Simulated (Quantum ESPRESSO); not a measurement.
# ZrC (P6_3/mmc) in Quantum ESPRESSO: equation of state

Aim: energy against volume of ZrC in PBE, for its equilibrium volume and stiffness.

All numbers are computed with Quantum ESPRESSO 7.5; they aren't measurements. Logs are shortened: lines on timing, memory, paths and dates and some standing lists are left out, and cuts for length are marked.

**1. Starting point**

The structure is hexagonal, space group P6_3/mmc (No. 194). The conventional cell has a = 3.391 Å, b = 3.391 Å, c = 5.290 Å, α = 90.00°, β = 90.00°, γ = 120.00°. Around Zr (site symmetry -6m2) lie 6 C at 2.36 Å. C (site symmetry -3m) has 6 Zr at 2.36 Å and 2 C at 2.65 Å as nearest neighbours.

The cell comes from a database or a generator and needn't be the stable form of this composition.

**2. Single point, PBE, 12.38 Å³/atom**

Input file pw.in:

```
&CONTROL
  calculation = 'scf'
  prefix = 'pwscf'
  outdir = './tmp'
  pseudo_dir = './pseudo'
  tprnfor = .true.
  tstress = .true.
  disk_io = 'nowf'
/
&SYSTEM
  ibrav = 0
  nat = 4
  ntyp = 2
  ecutwfc = 55
  ecutrho = 440
  nbnd = 24
  occupations = 'smearing'
  smearing = 'fd'
  degauss = 0.00367493
/
&ELECTRONS
  conv_thr = 8d-10
  electron_maxstep = 120
  mixing_beta = 0.5
/
ATOMIC_SPECIES
Zr    91.2240 Zr_pbe_v1.uspp.F.UPF
C     12.0110 C.pbe-n-kjpaw_psl.1.0.0.UPF
CELL_PARAMETERS angstrom
   3.3222430439    0.0000000000    0.0000000000
  -1.6611215219    2.8771468735    0.0000000000
   0.0000000000    0.0000000000    5.1820624332
ATOMIC_POSITIONS crystal
Zr     0.6666666667    0.3333333333    0.7500000000
Zr     0.3333333333    0.6666666667    0.2500000000
C      0.0000000000    0.0000000000    0.5000000000
C      0.0000000000    0.0000000000    0.0000000000
K_POINTS automatic
9 9 5 0 0 0
```

Potentials or basis: SSSP 1.3 efficiency PBE.

Launch:

```sh
$ OMP_NUM_THREADS=1 pw.x -in pw.in > pw.out
```

pw.out:

```text
This program is part of the open-source Quantum ESPRESSO suite
     for quantum simulation of materials; please cite
         "P. Giannozzi et al., J. Phys.:Condens. Matter 21 395502 (2009);
         "P. Giannozzi et al., J. Phys.:Condens. Matter 29 465901 (2017);
         "P. Giannozzi et al., J. Chem. Phys. 152 154105 (2020);
     in publications or presentations arising from this work. More details at

     file C.pbe-n-kjpaw_psl.1.0.0.UPF: wavefunction(s)  2S 2P renormalized
     Message from routine setup:
     using ibrav=0 with symmetry is DISCOURAGED, use correct ibrav instead

     G-vector sticks info
     --------------------
     sticks:   dense  smooth     PW     G-vecs:    dense   smooth      PW
     Sum        1189     595    187                52121    18521    3007

     Using Slab Decomposition

     bravais-lattice index     =            0
     lattice parameter (alat)  =       6.2781  a.u.
     unit-cell volume          =     334.2664 (a.u.)^3
     number of atoms/cell      =            4
     number of atomic types    =            2
     number of electrons       =        32.00
     number of Kohn-Sham states=           24
     kinetic-energy cutoff     =      55.0000  Ry
     charge density cutoff     =     440.0000  Ry
     scf convergence threshold =      8.0E-10
     mixing beta               =       0.5000
     number of iterations used =            8  plain     mixing
     Exchange-correlation= SLA  PW   PBX  PBC
                           (   1   4   3   4   0   0   0)

     celldm(1)=   6.278129  celldm(2)=   0.000000  celldm(3)=   0.000000
     celldm(4)=   0.000000  celldm(5)=   0.000000  celldm(6)=   0.000000

     crystal axes: (cart. coord. in units of alat)
               a(1) = (   1.000000   0.000000   0.000000 )
               a(2) = (  -0.500000   0.866025   0.000000 )
               a(3) = (   0.000000   0.000000   1.559808 )

     reciprocal axes: (cart. coord. in units 2 pi/alat)
               b(1) = (  1.000000  0.577350 -0.000000 )
               b(2) = (  0.000000  1.154701  0.000000 )
               b(3) = (  0.000000 -0.000000  0.641104 )

     PseudoPot. # 1 for Zr read from file:
     Zr_pbe_v1.uspp.F.UPF
     Pseudo is Ultrasoft + core correction, Zval = 12.0
     Generated by new atomic code, or converted to UPF format
     Using radial grid of  887 points,  6 beta functions with:
                l(1) =   0
                l(2) =   0
                l(3) =   1
                l(4) =   1
                l(5) =   2
                l(6) =   2
     Q(r) pseudized with  6 coefficients,  rinner =    1.200   1.200   1.200
                                                       1.200   1.200

     PseudoPot. # 2 for C  read from file:
     C.pbe-n-kjpaw_psl.1.0.0.UPF
     Pseudo is Projector augmented-wave + core cor, Zval =  4.0
     Generated using "atomic" code by A. Dal Corso  v.5.1
     Shape of augmentation charge: PSQ
     Using radial grid of 1073 points,  4 beta functions with:
                l(1) =   0
                l(2) =   0
                l(3) =   1
                l(4) =   1
     Q(r) pseudized with 0 coefficients

     atomic species   valence    mass     pseudopotential
     Zr               12.00    91.22400     Zr( 1.00)
     C                 4.00    12.01100     C ( 1.00)

     24 Sym. Ops., with inversion, found (12 have fractional translation)

   Cartesian axes

     site n.     atom                  positions (alat units)
         1        Zr     tau(   1) = (   0.5000000   0.2886751   1.1698563  )
         2        Zr     tau(   2) = (  -0.0000000   0.5773503   0.3899521  )
         3        C      tau(   3) = (   0.0000000   0.0000000   0.7799042  )
         4        C      tau(   4) = (   0.0000000   0.0000000   0.0000000  )

     number of k points=    36  Fermi-Dirac smearing, width (Ry)=  0.0037
                       cart. coord. in units 2pi/alat
        k(    1) = (   0.0000000   0.0000000   0.0000000), wk =   0.0049383
        k(    2) = (   0.0000000   0.0000000   0.1282209), wk =   0.0098765
        k(    3) = (   0.0000000   0.0000000   0.2564418), wk =   0.0098765
        k(    4) = (   0.0000000   0.1283001   0.0000000), wk =   0.0296296
        k(    5) = (   0.0000000   0.1283001   0.1282209), wk =   0.0592593
        k(    6) = (   0.0000000   0.1283001   0.2564418), wk =   0.0592593
[... 28 lines left out ...]
        k(   35) = (   0.3333333   0.5773503   0.1282209), wk =   0.0197531
        k(   36) = (   0.3333333   0.5773503   0.2564418), wk =   0.0197531

     Dense  grid:    52121 G-vectors     FFT dimensions: (  45,  45,  72)

     Smooth grid:    18521 G-vectors     FFT dimensions: (  30,  30,  48)

     Check: negative core charge=   -0.000001

     Initial potential from superposition of free atoms

     starting charge      31.9956, renormalised to      32.0000

     negative rho (up, down):  1.201E-01 0.000E+00
     Starting wfcs are   34 randomized atomic wfcs

     Self-consistent Calculation

     iteration #  1     ecut=    55.00 Ry     beta= 0.50
     Davidson diagonalization with overlap
     ethr =  1.00E-02,  avg # of iterations =  2.0

     negative rho (up, down):  1.236E-01 0.000E+00

     total energy              =    -234.89756003 Ry
     estimated scf accuracy    <       1.19609455 Ry

     iteration #  2     ecut=    55.00 Ry     beta= 0.50
     Davidson diagonalization with overlap
     ethr =  3.74E-03,  avg # of iterations =  2.9

     negative rho (up, down):  1.244E-01 0.000E+00

     total energy              =    -235.29479486 Ry
     estimated scf accuracy    <       0.68502549 Ry

     iteration #  3     ecut=    55.00 Ry     beta= 0.50
     Davidson diagonalization with overlap
     ethr =  2.14E-03,  avg # of iterations =  1.9

     negative rho (up, down):  1.258E-01 0.000E+00

     total energy              =    -235.37985837 Ry
     estimated scf accuracy    <       0.01806771 Ry

     iteration #  4     ecut=    55.00 Ry     beta= 0.50
     Davidson diagonalization with overlap
     ethr =  5.65E-05,  avg # of iterations =  4.4

     negative rho (up, down):  1.265E-01 0.000E+00

     total energy              =    -235.38767403 Ry
     estimated scf accuracy    <       0.01199504 Ry

     iteration #  5     ecut=    55.00 Ry     beta= 0.50
     Davidson diagonalization with overlap
     ethr =  3.75E-05,  avg # of iterations =  2.2

     negative rho (up, down):  1.265E-01 0.000E+00

     total energy              =    -235.38923389 Ry
     estimated scf accuracy    <       0.00022950 Ry
[... 19 lines left out ...]
     iteration #  8     ecut=    55.00 Ry     beta= 0.50
     Davidson diagonalization with overlap
     ethr =  3.75E-09,  avg # of iterations =  2.6

     negative rho (up, down):  1.266E-01 0.000E+00

     total energy              =    -235.38931161 Ry
     estimated scf accuracy    <       0.00000003 Ry

     iteration #  9     ecut=    55.00 Ry     beta= 0.50
     Davidson diagonalization with overlap
     ethr =  8.56E-11,  avg # of iterations =  3.9

     negative rho (up, down):  1.266E-01 0.000E+00

     total energy              =    -235.38931162 Ry
     estimated scf accuracy    <       0.00000003 Ry

     iteration # 10     ecut=    55.00 Ry     beta= 0.50
     Davidson diagonalization with overlap
     ethr =  8.56E-11,  avg # of iterations =  1.0

     negative rho (up, down):  1.266E-01 0.000E+00

     total energy              =    -235.38931162 Ry
     estimated scf accuracy    <          8.2E-09 Ry

     iteration # 11     ecut=    55.00 Ry     beta= 0.50
     Davidson diagonalization with overlap
     ethr =  2.56E-11,  avg # of iterations =  2.1

     negative rho (up, down):  1.266E-01 0.000E+00

     End of self-consistent calculation

          k = 0.0000 0.0000 0.0000 (  2321 PWs)   bands (ev):

   -32.0233 -31.8746 -10.7246  -9.8578  -9.8578  -9.7413  -9.7413  -9.6362
     4.1047   8.1209   9.9839  13.1543  13.1543  14.9391  14.9391  17.1151
    17.4308  17.4308  17.8686  17.8686  18.5909  19.5018  20.8622  24.0554

          k = 0.0000 0.0000 0.1282 (  2297 PWs)   bands (ev):

   -32.0093 -31.8890 -10.6290  -9.8467  -9.8467  -9.7525  -9.7525  -9.7499
     4.3649   7.3292  10.8904  13.1865  13.1865  14.4686  14.4686  16.0456
    18.2006  18.2006  18.2806  18.2806  19.1101  19.7359  21.1993  23.4510

          k = 0.0000 0.0000 0.2564 (  2333 PWs)   bands (ev):

   -31.9725 -31.9266 -10.3713 -10.0364  -9.8176  -9.8176  -9.7816  -9.7816
     5.0876   6.1354  12.4670  13.3627  13.3627  13.7955  13.7955  14.2467
    19.3239  19.3239  19.5570  19.5570  20.0499  20.2616  21.3612  21.7817

          k = 0.0000 0.1283 0.0000 (  2321 PWs)   bands (ev):

   -32.0111 -31.8703 -10.6815  -9.9478  -9.8919  -9.8224  -9.7429  -9.6511
     4.3367   7.9410  10.2443  12.7309  13.3674  14.4785  14.6085  16.5044
    17.5010  17.5634  17.7243  18.4928  19.6643  20.6018  21.4557  23.5863

          k = 0.0000 0.1283 0.1282 (  2313 PWs)   bands (ev):

   -31.9979 -31.8839 -10.5967  -9.9330  -9.8778  -9.8715  -9.7573  -9.7158
     4.5737   7.2792  11.0257  12.8264  13.3742  14.2529  14.2573  15.8989
    17.1570  17.9530  18.8102  19.1682  19.6388  20.7830  21.6008  22.4462

          k = 0.0000 0.1283 0.2564 (  2311 PWs)   bands (ev):

   -31.9630 -31.9194 -10.3702 -10.0858  -9.8760  -9.8407  -9.8082  -9.7947
     5.2347   6.1968  12.4781  13.1037  13.4901  13.6792  13.8134  14.2409
    18.2551  18.8891  19.3761  19.9197  19.9745  20.4721  21.7231  21.8788

          k = 0.0000 0.2566 0.0000 (  2303 PWs)   bands (ev):

   -31.9790 -31.8605 -10.5628 -10.1776 -10.0127  -9.9667  -9.7576  -9.6977
     4.9273   7.5030  10.8060  12.0720  13.7053  13.9484  13.9884  15.3974
    17.5537  18.3412  18.5626  19.6653  21.3891  21.5056  22.3381  22.3864

          k = 0.0000 0.2566 0.1282 (  2308 PWs)   bands (ev):

   -31.9678 -31.8719 -10.5217 -10.1512 -10.0512  -9.9471  -9.7780  -9.7324
     5.0979   7.0863  11.3732  12.2395  13.6636  13.7803  13.9788  15.3018
    16.8214  18.4607  19.1095  20.2047  20.5353  21.1497  22.2683  22.4711
[... 139 lines left out ...]
          k = 0.2222 0.5132 0.1282 (  2291 PWs)   bands (ev):

   -31.8867 -31.8594 -10.5458 -10.3923 -10.2497 -10.0670  -9.9930  -9.8463
     6.2614   6.5655  11.6010  12.3297  12.5906  13.2550  14.1811  15.7688
    16.6276  18.6659  19.7842  21.0401  21.8099  21.8897  22.9695  23.2872

          k = 0.2222 0.5132 0.2564 (  2294 PWs)   bands (ev):

   -31.8782 -31.8678 -10.5459 -10.4963 -10.2464 -10.1525  -9.8502  -9.7920
     6.3353   6.4492  11.6288  11.9420  13.1356  14.0092  14.3118  14.5276
    17.1471  18.0048  19.8219  20.3854  22.0648  22.2399  23.1233  23.3991

          k = 0.3333 0.5774 0.0000 (  2268 PWs)   bands (ev):

   -31.8688 -31.8688 -10.5456 -10.2250 -10.2250 -10.1095 -10.0409 -10.0409
     6.3492   6.5429  12.1520  12.7421  12.7421  12.8474  12.8474  16.7079
    17.2253  17.2253  20.7238  20.7238  21.4565  21.8350  24.1243  24.1245

          k = 0.3333 0.5774 0.1282 (  2289 PWs)   bands (ev):

   -31.8688 -31.8688 -10.5059 -10.3390 -10.3390 -10.1533  -9.9212  -9.9212
     6.3743   6.5343  12.0081  12.0081  12.4294  13.6789  13.6789  15.9461
    17.4205  17.4205  20.2625  20.2625  22.0425  22.0687  23.9002  23.9002

          k = 0.3333 0.5774 0.2564 (  2283 PWs)   bands (ev):

   -31.8687 -31.8687 -10.4428 -10.4428 -10.4001 -10.2655  -9.8082  -9.8082
     6.4357   6.4987  11.5572  11.5572  13.2490  14.3024  14.3024  14.5204
    17.8555  17.8555  19.4891  19.4891  22.7045  22.9289  23.3894  23.3894

     the Fermi energy is    16.1144 ev

!    total energy              =    -235.38931162 Ry
     estimated scf accuracy    <          2.2E-11 Ry
     smearing contrib. (-TS)   =      -0.00047055 Ry
     internal energy E=F+TS    =    -235.38884107 Ry

     The total energy is F=E-TS. E is the sum of the following terms:
     one-electron contribution =     -10.80569469 Ry
     hartree contribution      =      24.31791580 Ry
     xc contribution           =     -45.04895850 Ry
     ewald contribution        =    -191.50301598 Ry
     one-center paw contrib.   =     -12.34908769 Ry

     convergence has been achieved in  11 iterations

     negative rho (up, down):  1.266E-01 0.000E+00

     Forces acting on atoms (cartesian axes, Ry/au):

     atom    1 type  1   force =     0.00000000    0.00000000   -0.00000000
     atom    2 type  1   force =    -0.00000000    0.00000000    0.00000000
     atom    3 type  2   force =     0.00000000    0.00000000    0.00000000
     atom    4 type  2   force =     0.00000000    0.00000000   -0.00000000

     Total force =     0.000000     Total SCF correction =     0.000000

     Computing stress (Cartesian axis) and pressure

     negative rho (up, down):  1.266E-01 0.000E+00
          total   stress  (Ry/bohr**3)                   (kbar)     P=      123.52
   0.00079202  -0.00000000   0.00000000          116.51       -0.00        0.00
  -0.00000000   0.00079202   0.00000000           -0.00      116.51        0.00
   0.00000000   0.00000000   0.00093488            0.00        0.00      137.53

=------------------------------------------------------------------------------=
   JOB DONE.
=------------------------------------------------------------------------------=
```

It took 29 s on 1 thread of Intel Xeon Platinum 8488C (Sapphire Rapids), shared host; peak memory 0.26 GiB.

What came out:

```yaml
Free_energy: -3202.6347 eV
Pressure: 12.4 GPa
Band_gap_on_the_k_mesh: none (metal or under the smearing width)
```

(Part 1 of 2 ends here.)
